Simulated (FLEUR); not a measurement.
Runs of FLEUR MaX-R8.1 (later development tree) on FeO (Wuestite). The structure is cubic, space group Fm-3m (No. 225). Conventional cell: a = 4.311 Å, b = 4.311 Å, c = 4.311 Å, α = 90.00°, β = 90.00°, γ = 90.00°. Fe (site symmetry m-3m) has 6 O at 2.16 Å as nearest neighbours. O (site symmetry m-3m) has 6 Fe at 2.16 Å as nearest neighbours. 

| U | gap on the mesh (eV) | moment (μB) |
| --- | --- | --- |
| Fe d U = 6 eV | none | 4.02 |
| Fe d U = 4 eV | none | 4.00 |
| Fe d U = 0.0 eV | none | 4.00 |
| Fe d U = 2 eV | none | 4.00 |
| Fe d U = 3 eV | none | 4.00 |
| Fe d U = 5 eV | none | (a) |

Alike in all rows: task single point; level PBEsol+U; potentials or basis all-electron, FLAPW; spin collinear, ferromagnetic start; cell as given; k mesh 9 × 9 × 9; smearing fermi-dirac 0.05 eV; kmax 4.62 1/bohr.

Fill in the values left out.

(a) 4.01.

Caveats: a cell with one magnetic atom can't hold antiferromagnetic order, which such compounds often take.

A gap of «none» marks a metal or a gap under the smearing width.
